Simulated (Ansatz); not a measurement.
## InP: experiment and calculation

**The experiment to reproduce.**

From a printed reference work, data compilation, for a bulk crystal of InP: lattice constant a 5.86875 Å at 291.15 K; band gap 1.4236 eV (direct) at 1.6 K; bulk modulus 71 GPa.

A printed reference work, textbook reports, for a bulk crystal of InP at 300 K: high-frequency dielectric constant 9.61.

The results are compared with them further down.

The calculation used Ansatz 0.2.0, DFT r2SCAN, scalar-relativistic, plane waves, PAW.

Cutoff 500 eV; k points 8×8×8 on the computed 2-atom cell (Γ-centred); Gaussian smearing, width 0.02 eV; no spin polarisation.

Relaxed structure, symmetry kept:

```
In P
1.0
     0.00000    2.95357    2.95357
     2.95357    0.00000    2.95357
     2.95357    2.95357    0.00000
In P
1 1
Direct
  0.00000 0.00000 0.00000
  0.25000 0.25000 0.25000
```

| Quantity | Value |
| --- | --- |
| Space group | F-43m (No. 216) |
| Volume per atom | 25.77 Å³ |
| Formation energy from the elements' standard states (uncorrected) | -0.378 eV/atom |
| Generalised Kohn–Sham band gap | 1.03 eV, direct at Γ |
| Löwdin character of the top 1 eV of the valence band | P 3p 81 %, In 5p 16 % |
| Löwdin character of the lowest 1 eV of the conduction band | In 5s 39 %, P 3s 27 %, P 3p 18 %, In 5p 13 % |
| Electron masses at the edge by Cartesian direction of the standard setting (m_e; degenerate bands sorted by energy; no spin-orbit coupling) | x: 0.074; y: 0.074; z: 0.074 |
| Hole masses at the edge by Cartesian direction of the standard setting (m_e; degenerate bands sorted by energy; no spin-orbit coupling) | x: 0.44, 0.44, 0.074; y: 0.44, 0.44, 0.074; z: 0.44, 0.44, 0.074 |
| Bulk modulus | 68 GPa |
| Its pressure derivative | 4.5 |
| Electronic dielectric constant xx, yy, zz of the standard setting (independent particles) | 9.8, 9.8, 9.8 |
| Bader charges (e) | In (1 in the cell) 0.97, P (1 in the cell) -0.97 |

A measured lattice constant a of InP is 5.86875 Å (291.15 K; a printed reference work, data compilation); the calculated 5.907 Å misses it by +0.7 %. The calculation is for 0 K without zero-point motion. Against the measured band gap of InP, 1.4236 eV (direct; 1.6 K; a printed reference work, data compilation), the calculated 1.03 eV is off by -0.40 eV. Kohn–Sham gaps of semilocal functionals fall short of measured ones as a rule; spin-orbit coupling, left out here, would usually lower the calculated gap of a compound with heavy elements. Against the measured bulk modulus of InP, 71 GPa (a printed reference work, data compilation), the calculated 68 GPa is off by -3.9 %. Measured high-frequency dielectric constant of InP: 9.61 (300 K; a printed reference work, textbook). This calculation gives 9.84 (+2.4 %). Local fields are left out.